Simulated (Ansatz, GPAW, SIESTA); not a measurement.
# InSe: programs and potentials compared

```
CELL_PARAMETERS angstrom
2.00000 1.15470 8.44000
-2.00000 1.15470 8.44000
0.00000 -2.30940 8.44000
ATOMIC_POSITIONS crystal
In 0.90263 0.88376 0.88154
In 0.98127 0.99704 0.01686
Se 0.15968 0.17080 0.18013
Se 0.38667 0.37250 0.38690
```

Atoms were shifted at random by some hundredths of an Å from the given cell, which wasn't relaxed again for these runs.

Alike in all runs: task single point; functional PBEsol; k mesh 8 × 8 × 8; occupations fermi-dirac, width 0.05 eV; no spin polarisation; no spin-orbit coupling. Pressure is positive in compression and, in plane waves, holds the error of the finite cutoff.

| program and potentials | plane-wave cutoff (eV) | notes | band gap (eV) | pressure (GPa) | largest force (eV/Å) |
| --- | --- | --- | --- | --- | --- |
| GPAW, PAW data sets generated for this functional | 600 | 9.5 valence electrons an atom on average | 0.43 | -0.28 | 0.453 |
| SIESTA, files PseudoDojo sr-pbesol-0.4.1-standard, DZP (energy shift 0.003 Ry; two zetas on semicore shells) | - | atomic basis; 14.5 valence electrons an atom on average | 0.43 | 0.88 | 0.562 |
| Ansatz, all-electron LAPW, scalar-relativistic | - | - | 0.44 | -0.03 | 0.462 |

Force on atom 1 (In), eV/Å:

| program and potentials | x | y | z |
| --- | --- | --- | --- |
| GPAW, PAW data sets generated for this functional | -0.220 | -0.272 | -0.288 |
| SIESTA, files PseudoDojo sr-pbesol-0.4.1-standard, DZP (energy shift 0.003 Ry; two zetas on semicore shells) | -0.246 | -0.303 | -0.087 |
| Ansatz, all-electron LAPW, scalar-relativistic | -0.219 | -0.271 | -0.303 |

The band gap spans 0.43 (SIESTA, files PseudoDojo sr-pbesol-0.4.1-standard, DZP (energy shift 0.003 Ry; two zetas on semicore shells)) to 0.44 eV (Ansatz, all-electron LAPW, scalar-relativistic), with all-electron results at 0.44. The pressure spans -0.28 (GPAW, PAW data sets generated for this functional) to 0.88 GPa (SIESTA, files PseudoDojo sr-pbesol-0.4.1-standard, DZP (energy shift 0.003 Ry; two zetas on semicore shells)), with all-electron results at -0.03. Spin-orbit coupling, left out here, moves the band edges of heavy atoms. Rows in atomic bases carry the error of their basis and grid, which can be large.

Differences between rows come from potentials, basis sets and numerical settings, since the functional is the same but for its coding. Runs on potential files found faulty are left out.
